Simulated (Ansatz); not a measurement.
# AlNi: energy along a strain

AlNi, Pm-3m, a = 2.893 Å. The structure is a COD entry; whether it is the stable form wasn't checked. Ansatz: PBE, PAW, 420 eV, Γ-centred 20×20×20 mesh on 2 atoms, Gaussian smearing 0.15 eV; no spin polarisation. Cell vectors (Å): 2.893 0.000 0.000; 0.000 2.893 0.000; 0.000 0.000 2.893. The cell is strained by x per cent times the pattern (0 0 0 0 1 0) in the order xx yy zz yz xz xy (engineering shears), with fractional coordinates held. y is the free energy over the start, V0 = 12.107 Å³/atom. Symmetry makes y even in x.

```tsv
x (%)	y (meV/atom)
-4.00	?
-2.00	1.75
0.00	0.00
0.50	0.11
1.00	0.44
1.50	0.98
2.50	2.74
3.00	3.94
3.50	5.37
```

**Question.** Fit y = c2 x² + c4 x⁴ to the other rows, get the stiffness along the pattern, and predict the missing energy.

**Answer.** Least squares on the rows shown. y = 0.4372 x² + 9.020×10⁻⁵ x⁴. The clamped-ion stiffness p·C·p = 2 × 4.372 eV × 160.2 / 12.107 Å³ = 116 GPa, which is C55 in these axes (C44 of the cubic crystal). At x = -4.00 the fit asked for gives 7.02 meV/atom. The run gave 7.02 meV/atom, the same to the digits shown.